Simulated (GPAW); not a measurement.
Runs of GPAW 26.7.0 on MgS (Niningerite). Symmetry: Fm-3m, No. 225, cubic system. The conventional cell has a = 5.203 Å, b = 5.203 Å, c = 5.203 Å, α = 90.00°, β = 90.00°, γ = 90.00°. S (site symmetry m-3m) has 6 Mg at 2.60 Å as nearest neighbours. Mg (site symmetry m-3m) is surrounded by 6 S at 2.60 Å. 

| task | level | potentials or basis | k mesh | cutoff (eV) | maxiter | ranks | band path | band points | data set | mesh quality | gap on the mesh (eV) |
| --- | --- | --- | --- | --- | --- | --- | --- | --- | --- | --- | --- |
| single point | HSE06 | GPAW PAW data sets (gpaw-data 1.2.1), pw | 6 × 6 × 6 | 600 | 60 | 8 | - | - | - | not flagged | 3.85 |
| band structure | LDA | JTH PAW 2.0, LDA, pw | 7 × 7 × 7 | 800 | 150 | - | GXWKGLUWLK,UX | 60 | Mg jth, S jth | not flagged | 2.79 |
| single point | HSE06 | GPAW PAW data sets (gpaw-data 1.2.1), pw | 4 × 4 × 4 | 600 | 60 | 4 | - | - | - | coarse | 3.85 |
| single point | PBE0 | GPAW PAW data sets (gpaw-data 1.2.1), pw | 4 × 4 × 4 | 600 | 60 | 4 | - | - | - | coarse | 4.54 |
| band structure | BEEF-vdW | GPAW PAW data sets (gpaw-data 1.2.1), pw | 7 × 7 × 7 | 800 | 150 | - | GXWKGLUWLK,UX | 80 | - | not flagged | (a) |

Alike in all rows: no spin polarisation; cell as given; smearing fermi-dirac 0.05 eV.

Task: Fill in the values left out.

Result: (a) 3.32.

Caveats: some runs use coarse meshes; the mesh misses the band edges, which the band path finds closer together (some runs); exact exchange converges slowly with the k mesh, and this mesh is small (some runs); the program truncates these outside data sets (some runs).
